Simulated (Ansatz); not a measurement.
# W2CCl2 MXene monolayer in a perpendicular field, part 2 of 2

Aim: how the W2CCl2 MXene monolayer screens a field along its normal, and what the field does to its bands. A positive field points along +c.

Ansatz 0.2.0; plane-wave DFT, PBE-D3(BJ), Ansatz PAW (set soft_1); PAW set soft_1.

So far. Step 2 (Relaxing the slab): The lattice constant a goes from 3.125 to 3.355 Å.

### Step 3. Atoms held, field 0

A sawtooth potential applies the field, turning back in the middle of the vacuum. With the dipole correction the typed value is the field outside the slab. The induced dipole is small, so the SCF threshold is tight.

The cell differs from the one that the last finished run ended in (c 42.763 → 23.452 Å).

File input.yaml:

```yaml
crystal:
  lattice:
    - [3.354955562, 0.0, 0.0]
    - [-1.677477781, 2.9054767452, 0.0]
    - [0.0, 0.0, 23.4515117465]
  atoms:
    - { symbol: Cl, position: [0.3333333333, 0.6666666667, 0.3837705687] }
    - { symbol: W, position: [0.6666666667, 0.3333333333, 0.4607789195] }
    - { symbol: C, position: [0.0, 0.0, 0.5] }
    - { symbol: W, position: [0.3333333333, 0.6666666667, 0.5392210805] }
    - { symbol: Cl, position: [0.6666666667, 0.3333333333, 0.6162294313] }
kpoints:
  mp_grid: { grid: [18, 18, 1] }
  band_path:
    path: [[0, 0, 0], [0.5, 0, 0], [0.33333333, 0.33333333, 0], [0, 0, 0]]
    npoints: 16
hamiltonian:
  xc: pbe
  dispersion: d3bj
  pseudopotentials: { kind: paw, azcp: { folder: soft_1 } }
scf:
  occupations: { method: fermi_dirac, width: 0.02585 }
  convergence: { dr2_threshold: 1.0e-10 }
efield:
  axis: 3
  dipole_correction: true
  ramp_position: 0.97
  ramp_width: 0.06
  amplitude: 0
output:
  dos: { projected: true, e_range: [-6, 5] }
  write_potential: true
  write_density: true
  volumetric_format: npy
  elf: true
```

On the command line:

```
> ansatz run input.yaml --threads 2 --pin off --max-ram 3072MiB --backend cpu --events-out ev --progress --plain --runs-dir out
```

Numbers of over 12 decimals in the logs are rounded to 6 here.

The program printed:

```text
[...]
Crystal: 5 atoms, lattice volume = 228.599 Å³
Basis set: ecut = 420 eV, 4507 PW (Γ)
Bands: 28, of which v1, the nominal top of the filled ones, is band 23 counted from 1 (22 counted from 0)
Symmetry: 6 space group operations
k-points: 37 of 324 (time reversal used)
[...]
SCF iter   1: F=—  HF=-23187.551273 eV  |F-HF|=—  |Δ(HF+E_count)|=         —  Δρ=5.32e-2  dr2=1.47e1  ethr=3.10e-3  p=0.000 e·Å  D=3.65e-14 V/Å  ΔV_dip=-0.00 eV  dr2_dipole=5.04e-7  V_vac-E_F(+/−)=6.01/6.01 eV  ⟨swp⟩=9.8  Hψ=5872  notcnv=0
efield: sawtooth ramp at fractional position 0.9700 (set: `efield.ramp_position`, or a place that a band, a saddle search or an elastic batch's reference lends), width 0.0600; the density the first Hamiltonian is built on has a dipole p = 0.000 e·Å; the dipole correction subtracts the counter field D = 3.65e-14 V/Å, which shifts the + side's vacuum level by -0.00 eV against the − side's; the planar-averaged density in the ramp window peaks in size at 1.1e-6 e/Å³
[...]
SCF iter   2: F=—  HF=-23185.532713 eV  |F-HF|=—  |Δ(HF+E_count)|=    2.02e0  Δρ=4.19e-2  dr2=5.94e0  ethr=3.10e-3  p=0.000 e·Å  D=4.97e-5 V/Å  ΔV_dip=-0.00 eV  dr2_dipole=2.99e-5  V_vac-E_F(+/−)=2.86/2.87 eV  ⟨swp⟩=4.1  Hψ=3005  notcnv=0  defer=13
[...]
SCF iter  12: F=-23184.159998 eV  HF=-23184.159998 eV  |F-HF|=7.28e-12  |Δ(HF+E_count)|=  4.00e-11  Δρ=5.25e-8  dr2=1.06e-11  ethr=1.00e-12  p=-0.000 e·Å  D=-2.87e-8 V/Å  ΔV_dip=0.00 eV  dr2_dipole=1.17e-12  V_vac-E_F(+/−)=3.96/3.96 eV  ⟨swp⟩=5.0  Hψ=3152  notcnv=0
SCF 1 converged in 12 iterations: F = -23184.159998 eV  dr2 = 1.06e-11
[...]
NSCF: frozen V_eff on 49 k-points
efield: sawtooth ramp at fractional position 0.9700 (kept from the solve that this one continues, or follows in the run), width 0.0600; the density the first Hamiltonian is built on has a dipole p = -0.000 e·Å; the dipole correction subtracts the counter field D = -2.87e-8 V/Å, which shifts the + side's vacuum level by +0.00 eV against the − side's; the planar-averaged density in the ramp window peaks in size at 9.4e-7 e/Å³
WARN: The output density's exchange-correlation potential varies sharply where the density is thin. Do not read a vacuum level from v_tot or v_xc, or from such a field of the output density. On a cell that repeats whose density bears no net charge and no dipole along the vacuum's axis use v_es (v_loc + v_h of the components); under efield.dipole_correction with no amplitude use v_es + v_field, which holds any externa [...]
SCF converged after 12 iterations
Free energy (F): -23184.159998 eV
[...]
Internal energy: -23184.155414 eV  (E = F + TS)
E sigma→0 (E₀):  -23184.157706 eV
Entropy (-TS):   -0.004584 eV (-0.917 meV/atom)
Fermi energy:    2.268877 eV
Dipole field:    D = 0.000001 V/Å  (p = 0.000002 e·Å, saw-weighted, corrected)
Work function:   Φ+ = 3.9611 eV   Φ− = 3.9612 eV
Levels:          The Fermi level and band energies are counted from a zero that moves with the ramp; work functions are not
[...]
--- Band table (eV; the first three rows and the last of 37) ---
  k-point 0: bands = [... 19 lower, -1.4193, -1.1207, -1.1207, 2.1336, 2.6842, 2.9455, 2.9455, 3.8084, ... 1 higher]
  k-point 1: bands = [... 19 lower, -1.5804, -1.0445, -0.9548, 2.1123, 2.6087, 2.9491, 3.1300, 3.7918, ... 1 higher]
  k-point 2: bands = [... 19 lower, -1.8051, -1.0572, -0.6917, 2.0081, 2.4432, 2.9600, 3.5759, 3.8693, ... 1 higher]
  k-point 36: bands = [... 19 lower, -2.2432, 0.1665, 0.3029, 0.3029, 3.4803, 3.4803, 3.8389, 5.3212, ... 1 higher]
```

The job ended after 23 s (2 threads of Arm Neoverse V2, shared host; peak memory 0.56 GiB).

The column dr2 measures how far the density is from self-consistency, as an energy; F and HF (Harris–Foulkes) agree once it is small.

This step gave:

| Property | Result |
| --- | --- |
| energy at zero smearing | -23184.1577 eV |
| work function, upper face | 3.961 eV |
| dipole along the normal | 1.68e-6 e·Å |

Running mean over a fixed 2.8 Å (it still follows the layers) of the planar mean; the ramp of the sawtooth is left out. The electron's electrostatic potential energy less the Fermi level by z:

z (Å), electron's electrostatic potential energy less the Fermi level (eV) and a bar from the least value:
```
      3.0        4.0 ##############################
      3.5        4.0 ##############################
      4.0        4.0 ##############################
      4.5        4.0 ##############################
      5.0        4.0 ##############################
      5.5        4.0 ##############################
      6.0        3.9 ##############################
      6.5        3.8 ##############################
      7.0        3.3 #############################
      7.5        1.6 ##########################
      8.0       -0.5 ######################
      8.5       -2.1 ####################
      9.0       -4.3 ################
      9.5       -7.3 ###########
     10.0       -9.6 #######
     10.5      -10.9 #####
     11.0      -12.2 ###
     11.5      -13.9 
     12.0      -13.8 
     12.5      -12.1 ###
     13.0      -10.8 #####
     13.5       -9.5 #######
     14.0       -7.0 ############
     14.5       -4.0 #################
     15.0       -2.0 ####################
     15.5       -0.3 #######################
     16.0        1.8 ##########################
     16.5        3.4 #############################
     17.0        3.9 ##############################
     17.5        3.9 ##############################
     18.0        4.0 ##############################
     18.5        4.0 ##############################
     19.0        4.0 ##############################
     19.5        4.0 ##############################
     20.0        4.0 ##############################
     20.5        4.0 ##############################
```

The density of states has structure finer than the step of the table below, so its rows give means over 0.2 eV, whole bins alone (the curve runs from -6 to 1.22 eV). Peaks (eV: height): -5.89: 8.37, -5.67: 6.85, -5.12: 10.3, -4.87: 13.6, -4.51: 14.2, 0.70: 10.5, 0.84: 6.83.

Table of density of states by energy, zero at the Fermi level; means over each step:

| energy (eV) | density of states (states/eV a cell) |
| --- | --- |
| -5.8 | 3.12 |
| -5.6 | 5.41 |
| -5.4 | 5.07 |
| -5.2 | 6.98 |
| -5.0 | 5.28 |
| -4.8 | 6.66 |
| -4.6 | 6.47 |
| -4.4 | 3.49 |
| -4.2 | 1.25 |
| -4.0 | 1.39 |
| -3.8 | 1.42 |
| -3.6 | 1.53 |
| -3.4 | 2.65 |
| -3.2 | 1.94 |
| -3.0 | 0.959 |
| -2.8 | 0.982 |
| -2.6 | 1.11 |
| -2.4 | 1.53 |
| -2.2 | 1.46 |
| -2.0 | 1.43 |
| -1.8 | 1.07 |
| -1.6 | 0.962 |
| -1.4 | 0.900 |
| -1.2 | 0.827 |
| -1.0 | 0.800 |
| -0.8 | 0.674 |
| -0.6 | 1.90 |
| -0.4 | 3.08 |
| -0.2 | 2.98 |
| 0.0 | 1.60 |
| 0.2 | 1.89 |
| 0.4 | 1.74 |
| 0.6 | 4.62 |
| 0.8 | 5.86 |
| 1.0 | 3.37 |

Projected DOS per atom over height of the atomic layer and energy from the Fermi level. Layers: Cl W C W Cl from below.

Ten even steps from '0' (0.02 states/eV) to '9' (2.50 states/eV), each cell a mean:
```
05050
19091
02020
02020
05050
02020
01010
01010
01010
01010
02020
01010
01010
12021
02020
01010
11011
42524
63336
92329
61216
41214
```
Columns: height of the atomic layer (Å) from 9 to 14.5 (not evenly spaced); rows upwards: energy from the Fermi level (eV) from -5.96 to 1.15.

Electronic bands along the path, in eV, zero at the Fermi level:

| point | band 20 | band 21 | band 22 | band 23 | band 24 | band 25 | band 26 | band 27 |
| --- | --- | --- | --- | --- | --- | --- | --- | --- |
| Γ | -3.69 | -3.39 | -3.39 | -0.14 | 0.42 | 0.68 | 0.68 | 1.54 |
| halfway | -4.39 | -3.81 | -2.18 | -0.74 | 0.21 | 0.77 | 1.70 | 2.18 |
| M | -4.47 | -4.34 | -0.85 | 0.00 | 0.34 | 0.73 | 1.93 | 2.10 |
| halfway | -4.44 | -3.34 | -1.43 | -0.81 | 0.92 | 1.03 | 1.88 | 2.34 |
| K | -4.51 | -2.10 | -1.97 | -1.97 | 1.21 | 1.21 | 1.57 | 3.05 |
| halfway | -4.84 | -3.31 | -2.55 | -0.13 | 0.12 | 0.65 | 1.86 | 2.13 |
| Γ | -3.69 | -3.39 | -3.39 | -0.14 | 0.42 | 0.68 | 0.68 | 1.54 |

Valence density in the ca plane at fractional y = 0.333, with atoms of W and Cl within 0.2 Å of it. It is the smooth field of the valence electrons, not physical close to the nuclei.

Ten steps, logarithmic in the rise over the least value, from '0' (0.0 e/Å³) to '9' (5.5 e/Å³), each cell a mean:
```
00000000000001223334676544333466542100000000
00000000000000112347998643334677753100000000
00000000000000011258999753334676764200000000
00000000000000012258999743334676764100000000
00000000000000122346887544334567653100000000
00000000000001234434555544443445431000000000
00000000000002345433344555543322210000000000
00000000000002345433334555553222110000000000
00000000000001344433344555543333321000000000
```
Columns run along c (16.0 Å, from fractional 0.14 to 0.82 of the cell), rows up along a (3.4 Å). Atoms in or near the plane, at fractional coordinates: W at (0.46, 0.67), Cl at (0.62, 0.67).

ELF in the ca plane at fractional y = 0.333, with atoms of W and Cl within 0.2 Å of it. It is the smooth field of the valence electrons, not physical close to the nuclei.

Values, 5 rows by 16 columns, each cell a mean:
```
0.00 0.00 0.00 0.00 0.05 0.25 0.23 0.49 0.37 0.24 0.51 0.82 0.69 0.12 0.00 0.00
0.00 0.00 0.00 0.00 0.01 0.03 0.22 0.48 0.50 0.25 0.61 0.54 0.80 0.20 0.01 0.00
0.00 0.00 0.00 0.00 0.05 0.25 0.24 0.50 0.37 0.24 0.52 0.82 0.69 0.13 0.00 0.00
0.00 0.00 0.00 0.01 0.24 0.69 0.54 0.19 0.42 0.27 0.20 0.37 0.18 0.02 0.00 0.00
0.00 0.00 0.00 0.01 0.25 0.71 0.56 0.19 0.44 0.27 0.19 0.34 0.16 0.01 0.00 0.00
```
Columns run along c (16.0 Å, from fractional 0.14 to 0.82 of the cell), rows up along a (3.4 Å). Atoms in or near the plane, at fractional coordinates: W at (0.46, 0.67), Cl at (0.62, 0.67).

Electrostatic potential energy in the ca plane at fractional y = 0.333, with atoms of W and Cl within 0.2 Å of it. With pseudopotentials it is smooth inside the atoms' cores, unlike the true potential.

Ten even steps from '0' (-41 eV) to '9' (6 eV), each cell a mean:
```
99999999999999999999987533578888875689999999
99999999999999999999985100168888720048999999
99999999999999999999973000048998600017999999
99999999999999999999984000058998610028999999
99999999999999999999986311378888852369999999
99999999999999999999888756788778888899999999
99999999999999999998888888887567899999999999
99999999999999999988889988876557899999999999
99999999999999999998888877887667889999999999
```
Columns run along c (16.0 Å, from fractional 0.08 to 0.76 of the cell; values clipped at the 3rd and 97th percentile), rows up along a (3.4 Å). Atoms in or near the plane, at fractional coordinates: W at (0.46, 0.67), Cl at (0.62, 0.67).

The work function of the upper face is 3.96 eV.

### Step 4. Atoms held, field 0.1 V/Å

input.yaml: that of step 3 with these lines changed.

```diff
@@ -26,7 +26,6 @@
   dipole_correction: true
-  ramp_position: 0.97
-  ramp_width: 0.06
-  amplitude: 0
+  ramp_position: 0.9454
+  ramp_width: 0.1092
+  amplitude: 0.1
 output:
-  dos: { projected: true, e_range: [-6, 5] }
   write_potential: true
@@ -34,2 +33 @@
   volumetric_format: npy
-  elf: true
```

The program printed:

```text
[...]
Crystal: 5 atoms, lattice volume = 228.599 Å³
Basis set: ecut = 420 eV, 4507 PW (Γ)
Bands: 28, of which v1, the nominal top of the filled ones, is band 23 counted from 1 (22 counted from 0)
Symmetry: 6 space group operations
k-points: 37 of 324 (time reversal used)
[...]
k-point 0: bands = [... 19 lower, -1.4194, -1.1211, -1.1211, 2.1332, 2.6837, 2.9452, 2.9452, 3.8080, ... 1 higher]
  k-point 1: bands = [... 19 lower, -1.5805, -1.0449, -0.9552, 2.1118, 2.6083, 2.9487, 3.1294, 3.7914, ... 1 higher]
  k-point 2: bands = [... 19 lower, -1.8051, -1.0576, -0.6921, 2.0077, 2.4427, 2.9596, 3.5752, 3.8688, ... 1 higher]
  k-point 36: bands = [... 19 lower, -2.2436, 0.1661, 0.2987, 0.3063, 3.4790, 3.4808, 3.8385, 5.3172, ... 1 higher]
[key lines of the parts left out:]
SCF converged after 11 iterations
Free energy (F): -23184.161877 eV
Fermi energy:    2.268460 eV
Dipole field:    D = 0.029753 V/Å  (p = 0.037588 e·Å, saw-weighted, corrected)
```

Run time: 17 s. Hardware: 2 threads; peak memory 0.54 GiB.

The dipole is 0.0376 e·Å.

### Step 5. Atoms held, field -0.1 V/Å

input.yaml: that of step 4 with these lines changed.

```diff
@@ -28,3 +28,3 @@
   ramp_width: 0.1092
-  amplitude: 0.1
+  amplitude: -0.1
 output:
```

The program printed:

```text
[...]
Crystal: 5 atoms, lattice volume = 228.599 Å³
Basis set: ecut = 420 eV, 4507 PW (Γ)
Bands: 28, of which v1, the nominal top of the filled ones, is band 23 counted from 1 (22 counted from 0)
Symmetry: 6 space group operations
k-points: 37 of 324 (time reversal used)
[...]
k-point 0: bands = [... 19 lower, -1.4194, -1.1211, -1.1211, 2.1332, 2.6837, 2.9452, 2.9452, 3.8080, ... 1 higher]
  k-point 1: bands = [... 19 lower, -1.5805, -1.0449, -0.9552, 2.1118, 2.6083, 2.9487, 3.1294, 3.7914, ... 1 higher]
  k-point 2: bands = [... 19 lower, -1.8051, -1.0576, -0.6921, 2.0077, 2.4427, 2.9596, 3.5752, 3.8688, ... 1 higher]
  k-point 36: bands = [... 19 lower, -2.2436, 0.1661, 0.2987, 0.3063, 3.4790, 3.4808, 3.8385, 5.3172, ... 1 higher]
[key lines of the parts left out:]
SCF converged after 11 iterations
Free energy (F): -23184.161877 eV
Fermi energy:    2.268461 eV
Dipole field:    D = -0.029753 V/Å  (p = -0.037587 e·Å, saw-weighted, corrected)
```

The job ended after 17 s (2 threads; peak memory 0.54 GiB).

The dipole is -0.0376 e·Å.

### Step 6. Response, atoms held

This step: plane-wave DFT, PBE-D3(BJ), Ansatz PAW (set soft_1); response to a field along the normal, atoms held; PAW set soft_1 (Ansatz 0.2.0).

The dipoles give the slope, and the difference of two potentials shows where the field is screened.

Numbers from this step:

* equivalent conductor thickness p/(ε₀AE): 6.978 Å
* distance between the outer atoms: 5.452 Å

Table of dipole of the cell by applied field:

| applied field (V/Å) | dipole of the cell (e·Å) |
| --- | --- |
| -0.1000 | -0.0376 |
| 0.0000 | 1.7e-6 |
| 0.1000 | 0.0376 |

Local field over the applied field, running mean. From the potentials at -0.1 and 0.1 V/Å; running mean over 2.5 Å. Local field over applied field against z:

z (Å), local field over applied field and a bar:
```
     4.10      1.000 ##############################
     4.54      0.999 ##############################
     4.98      0.998 ##############################
     5.28      0.996 ##############################
     5.72      0.990 ##############################
     6.16      0.973 #############################
     6.60      0.933 ############################
     7.04      0.852 #########################
     7.33      0.772 #######################
     7.77      0.626 ###################
     8.21      0.471 ##############
     8.65      0.325 #########
     9.09      0.208 ######
     9.53      0.128 ###
     9.82      0.096 ##
    10.26      0.068 #
    10.70      0.049 #
    11.14      0.036 
    11.58      0.025 
    11.87      0.025 
    12.31      0.036 
    12.75      0.049 #
    13.19      0.068 #
    13.63      0.096 ##
    13.92      0.128 ###
    14.36      0.208 ######
    14.80      0.325 #########
    15.24      0.471 ##############
    15.68      0.626 ###################
    16.12      0.772 #######################
    16.42      0.852 #########################
    16.86      0.933 ############################
    17.30      0.973 #############################
    17.74      0.990 ##############################
    18.17      0.996 ##############################
    18.47      0.998 ##############################
    18.91      0.999 ##############################
    19.35      1.000 ##############################
```

Electrons, planar mean, per unit field. Table of induced electron density by z:

| z (Å) | induced electron density (e/Å³ per V/Å) |
| --- | --- |
| 4.5 | 2.7e-6 |
| 5.0 | 8.5e-6 |
| 5.5 | 2.7e-5 |
| 6.0 | 8.3e-5 |
| 6.5 | 2.5e-4 |
| 7.0 | 7.3e-4 |
| 7.5 | 0.00188 |
| 8.0 | 0.00353 |
| 8.5 | 0.00271 |
| 9.0 | 0.00107 |
| 9.5 | -1.6e-4 |
| 10.0 | -4.2e-4 |
| 10.5 | 6.7e-4 |
| 11.0 | 4.8e-4 |
| 11.5 | 5.7e-4 |
| 12.0 | -6.4e-4 |
| 12.5 | -5.4e-4 |
| 13.0 | -6.1e-4 |
| 13.5 | 5.4e-4 |
| 14.0 | 8.6e-6 |
| 14.5 | -0.00117 |
| 15.0 | -0.00293 |
| 15.5 | -0.00341 |
| 16.0 | -0.00173 |
| 16.5 | -6.6e-4 |
| 17.0 | -2.3e-4 |
| 17.5 | -7.5e-5 |
| 18.0 | -2.4e-5 |
| 18.5 | -7.6e-6 |
| 19.0 | -2.4e-6 |

By hand: between -0.1 and 0.1 V/Å the dipole changes by 0.07518 e·Å, a slope of 0.3759 e·Å²/V. A perfect conductor of thickness t has p = ε₀AEt, so t = 180.95 × 0.3759 / 9.748 = 6.98 Å (e/ε₀ = 180.95 V·Å, A in Å²).

The induced dipole is that of a conductor 6.98 Å thick.

### Step 7. Outcome

```yaml
gap_without_field: none
work_function_upper_face: 3.96 eV
equivalent_conductor_thickness_atoms_held: 6.98 Å
```

The induced dipole equals that of a perfect conductor 6.98 Å thick, while the outer atoms lie 5.45 Å apart. There is no gap over 0.03 eV, with or without the field. The main runs have no spin polarisation; a magnetic state could lie lower and would change these results. Spin-orbit coupling is left out, which matters for the bands of elements this heavy. The MXene's terminations sit over the metal atoms of its far layer; the site over carbon or nitrogen, which some compounds prefer, was not run.

[Logs are printed without paths, hosts, clocks, repeated set-up lines and the standing remarks that a program may print on its own settings, such as how far it seeks lower states.]

[Hosts, paths, dates, database ids (printed as entryN), source tags and the programs' standing remarks are cut or masked in the printed files.]

[Maps of the electrostatic potential energy from Ansatz leave out the sawtooth potential of an applied field or a dipole correction, so their vacuum need not be flat; planar profiles and work functions include it.]

[The density of states shown here was stored with 400 of the rows of the run's finer table, so its peaks can read low, often by over a quarter, or be missed, and its means over a window can be off by a tenth or more.]
